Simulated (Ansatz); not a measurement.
**MgS: stable or not**

The cell was found from a structure generator's guess, not taken from experiment.

Level of theory: Ansatz 0.2.0, DFT PBE, scalar-relativistic, plane waves, PAW. The final run on the 8-atom cell used 420 eV, a Γ-centred 4×4×6 mesh, 0.02 eV smearing and no spin polarisation.

```
CELL_PARAMETERS angstrom
6.96770 0.00000 0.00000
0.00000 6.96770 0.00000
0.00000 0.00000 3.69306
ATOMIC_POSITIONS crystal
Mg 0.66409 0.66409 0.50000
Mg 0.16409 0.83591 0.25000
Mg 0.33591 0.33591 0.00000
Mg 0.83591 0.16409 0.75000
S 0.83169 0.83169 0.00000
S 0.33169 0.66831 0.75000
S 0.16831 0.16831 0.50000
S 0.66831 0.33169 0.25000
```

Energies over the elements count from the elements' standard structures at the same level, with no fitted energy shifts.

Q: These tests were run: energy against the elements; phonons on a 1×1×2 q mesh. What do they show?

A:

```
                       test                            result
energy against the elements                    −1.312 eV/atom
  phonons on a 1×1×2 q mesh  imaginary modes down to 42i cm⁻¹
```

It fails one test: phonons on a 1×1×2 q mesh. So it isn't even a local minimum.

The reference form of S is held partly by dispersion forces, which this level lacks. The run for the phonons used a 4×4×6 k mesh. Another cell of MgS relaxed alike, in Pm-3n, lies 51 meV/atom lower, so this cell isn't the stable form at this level.
